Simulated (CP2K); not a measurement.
Runs of CP2K 2026.2 on RuS2 (Laurite). Symmetry: Pa-3, No. 205, cubic system. Conventional cell: a = 5.611 Å, b = 5.611 Å, c = 5.611 Å, α = 90.00°, β = 90.00°, γ = 90.00°. Ru (site symmetry -3) is surrounded by 6 S at 2.35 Å. S (site symmetry 3) has 1 S at 2.17 Å and 3 Ru at 2.35 Å as nearest neighbours. 

```csv
level,potentials or basis,smearing,points a segment of the path (NPOINTS),bands added on the path,CUTOFF of the grids,gap on the mesh (eV),pressure (GPa),largest force (eV/Å)
TB-mBJ,"POTENTIAL_UZH Ru GTH-PBE-q16, S GTH-PBE-q6; TZVP-MOLOPT-PBE-GTH basis",fermi-dirac 0.1 eV,10,6,675 Ry,1.11,-,-
LDA,"GTH_POTENTIALS Ru GTH-PADE-q16, S GTH-PADE-q6; TZVP-MOLOPT-PBE-GTH basis",fermi-dirac 0.01 eV,10,4,450 Ry,0.66,-4.9,(a)
r2SCAN,"POTENTIAL_UZH Ru GTH-SCAN-q16, S GTH-SCAN-q6; TZVP-MOLOPT-SCAN-GTH basis",fermi-dirac 0.05 eV,6,2,675 Ry,(c),(b),0.14
PBEsol,"POTENTIAL_UZH Ru GTH-PBE-q16, S GTH-PBE-q6; TZVP-MOLOPT-PBE-GTH basis",fermi-dirac 0.1 eV,8,6,450 Ry,0.67,-0.5,0.39
```

Alike in all rows: task band structure; no spin polarisation; cell as given; k mesh 5 × 5 × 5.

Q: Fill in the values left out.

A: (a) 0.35; (b) 7.7; (c) 0.76.

Caveats: the basis of atomic orbitals isn't converged, which shifts pressures, moduli and gaps; the potentials were made for another functional, which shifts forces and pressure (some runs); this is a model potential without an energy functional, so only levels have meaning (some runs).

A k mesh can miss the band edges, and the runs leave out spin-orbit coupling on Ru.

Runs at the PBE level aren't shown here.
